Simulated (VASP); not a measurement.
Wanted: the native input for a VASP 6.6.1 run.

| Quantity | Value |
| --- | --- |
| Task | single point |
| Functional | PBE |
| Potentials or basis | VASP PAW PBE potentials, release 64 (Te) |
| Cutoff | 520 eV |
| k mesh | 18 × 18 × 18 |
| Occupations | gaussian, width 0.1 eV |
| Spin | no spin polarisation |
| Dipole correction | no |
| Further INCAR settings | ALGO = Normal; EDIFF = 1e-06; NBANDS = 9 |

The structure of Te lies in POSCAR:

```
Te
1.0
    2.2640935404      1.3071750151      1.8459786575
   -2.2640935404      1.3071750151      1.8459786575
    0.0000000000     -2.6143500301      1.8459786575
Te
1
Direct
    0.5000000000      0.5000000000      0.5000000000
```

This isn't the form of Te at room conditions, which is trigonal, of chains.

These files were run (other wordings do the same):

INCAR

```
PREC = Accurate
ENCUT = 520
EDIFF = 1E-6
ISMEAR = 0
SIGMA = 0.1
LREAL = F
LASPH = T
NELM = 60
ALGO = Normal
ISIF = 2
LWAVE = F
LCHARG = F
GGA = PE
NBANDS = 9
```

KPOINTS

```
regular mesh
0
Gamma
  18 18 18
```

Potentials or basis: VASP PAW PBE potentials, release 64 (Te).

The run is started by

```console
$ cat potpaw_PBE.64/Te/POTCAR > POTCAR
$ mpirun -np 1 vasp_std > vasp.out
```

It gave:

```yaml
Pressure: 0.0 GPa
Band_gap_on_the_k_mesh: none (metal or under the smearing width)
```

It took 44 s on 1 thread of Intel(R) Xeon(R) Platinum 8375C CPU @ 2.90GHz (Ice Lake), on a shared host, peak memory 0.27 GiB.
